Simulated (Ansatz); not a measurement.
MgO, NiAs type (r2SCAN geometry), in Ansatz:

```cif
data_structure
_symmetry_space_group_name_H-M 'P6_3/mmc'
_symmetry_Int_Tables_number 194
_cell_length_a 2.9231
_cell_length_b 2.9231
_cell_length_c 5.0921
_cell_angle_alpha 90.000
_cell_angle_beta 90.000
_cell_angle_gamma 120.000
_cell_volume 37.68
loop_
_atom_site_label
_atom_site_type_symbol
_atom_site_symmetry_multiplicity
_atom_site_Wyckoff_symbol
_atom_site_fract_x
_atom_site_fract_y
_atom_site_fract_z
_atom_site_occupancy
Mg1 Mg 2 a 0.00000 0.00000 0.00000 1
O1 O 2 c 0.33333 0.66667 0.25000 1
```

G0W0@PBE with 61 empty bands, a screening cutoff of 80 eV and a 6×6×4 mesh (PAW, contour deformation) gives 6.588 eV over the mesh points, from a PBE gap of 4.470 eV; it sums over 77 bands with 67 plane waves in the screening and a wave cutoff of 420 eV. G0W0 here is at a finite number of bands, screening cutoff and k mesh, not at the basis limit. The cell comes from a prototype generator: it can be a known phase or a hypothetical one. Spin polarisation is off.

Problem. Estimate the gap with empty bands 141, screening cutoff 140 eV.

Solution. 6.823 eV (+0.235 eV), from a Kohn-Sham gap of 4.470 eV.

Problem. Estimate the gap with mesh 9×9×4.

Solution. 6.578 eV (-0.010 eV), from a Kohn-Sham gap of 4.470 eV.

Problem. Another run gave a Kohn-Sham gap of 4.470 eV and a G0W0 gap of 6.968 eV, summing over 276 bands with 247 plane waves in the screening and a wave cutoff of 420 eV. What was changed?

Solution. Empty bands 260, screening cutoff 210 eV. The counts of bands and plane waves show that both rose or fell; the cutoff follows only within a few eV.
